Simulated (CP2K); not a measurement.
The system is Ti.

```xyz
1
Lattice="2.8709 0.0000 0.0000 1.4354 2.4862 0.0000 1.4354 0.8287 2.3440" Properties=species:S:1:pos:R:3 pbc="T T T"
Ti    0.0000    0.0000    0.0000
```

This isn't the form of Ti at room conditions, which is hcp.

Program: CP2K 2026.2. Alike in all runs: task band structure; no spin polarisation; cell as given; k mesh 11 × 11 × 11.

Question: Order these runs on this cell by their pressure, lowest first.
A. level r2SCAN; potentials or basis POTENTIAL_UZH Ti GTH-SCAN-q12; TZVP-MOLOPT-SCAN-GTH basis; smearing fermi-dirac 0.01 eV; EPS_DEFAULT 1.0E-9; NGRIDS 5; basis sets Ti TZVP-MOLOPT-SCAN-GTH-q12; potentials Ti GTH-SCAN-q12 of POTENTIAL_UZH; points a segment of the path (NPOINTS) 8
B. level PBEsol; potentials or basis POTENTIAL_UZH Ti GTH-PBE-q12; TZVP-MOLOPT-PBE-GTH basis; smearing fermi-dirac 0.05 eV; EPS_DEFAULT 1.0E-10; NGRIDS 4; basis sets Ti TZVP-MOLOPT-PBE-GTH-q12; potentials Ti GTH-PBE-q12 of POTENTIAL_UZH; points a segment of the path (NPOINTS) 8
C. level LDA; potentials or basis GTH_POTENTIALS Ti GTH-PADE-q12; TZVP-MOLOPT-PBE-GTH basis; smearing fermi-dirac 0.01 eV; EPS_DEFAULT 1.0E-9; NGRIDS 5; basis sets Ti TZVP-MOLOPT-PBE-GTH-q12; potentials Ti GTH-PADE-q12 of GTH_POTENTIALS; points a segment of the path (NPOINTS) 10

Answer: C (-4.9 GPa), B (-0.3 GPa), A (4.0 GPa).

Caveats: the basis of atomic orbitals isn't converged, which shifts pressures, moduli and gaps; the potentials were made for another functional, which shifts forces and pressure (some runs).

Runs at the PBE level aren't shown here.
